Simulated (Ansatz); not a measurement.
# BaTiO3 in Ansatz: the effect of target pressure

BaTiO3:

```xyz
5
Lattice="2.8274 1.6324 2.3184 -2.8274 1.6324 2.3184 0.0000 -3.2648 2.3184" Properties=species:S:1:pos:R:3 pbc="T T T"
Ba    0.0000    0.0000    0.0000
Ti    0.0000    0.0000    3.3698
O     1.3885   -0.8017    2.3988
O    -1.3885   -0.8017    2.3988
O     0.0000    1.6033    2.3988
```

Alike in all runs:

* Program: Ansatz 0.2.0
* Task: relaxation of cell and atoms
* Functional: PBE
* Potentials or basis: Ansatz PAW
* Cutoff: 420 eV (not typed: the program's choice for these potentials)
* k mesh: 7 × 7 × 7
* Occupations: fermi-dirac, width 0.05 eV
* Spin: no spin polarisation

Each run relaxes the cell or the atoms first.

```csv
target pressure,relaxed volume (Å³/atom),gap on the mesh (eV)
0 GPa,13.38,2.69
2 GPa,13.12,2.57
5 GPa,?,?
10 GPa,12.36,2.20
20 GPa,11.77,1.99
30 GPa,11.34,2.01
```

**Question.** What does the run with target pressure 5 GPa give?

**Answer.** Relaxed volume 12.80 Å³/atom; gap on the mesh 2.41 eV.

Worked out: In Murnaghan's law V^(-B') rises as a straight line in P. The other rows fit best with B' = 7.3, V0 = 13.38 Å³/atom and B0 = 93 GPa, which gives 12.79 Å³/atom at 5 GPa, against the run's 12.80. A parabola through the other rows of the gap on the mesh, of slope -0.048 eV per GPa there, gives 2.42 eV, against the run's 2.41.

Caveats: odd divisions of the mesh miss points on the zone boundary, where band edges often lie, so the gap on the mesh can be too wide; the plane-wave basis is chosen anew once the cell has moved, so the energies of steps on either side of that aren't comparable; spin-orbit coupling is left out, which moves the levels of the heavy elements.

A k mesh can miss the band edges.
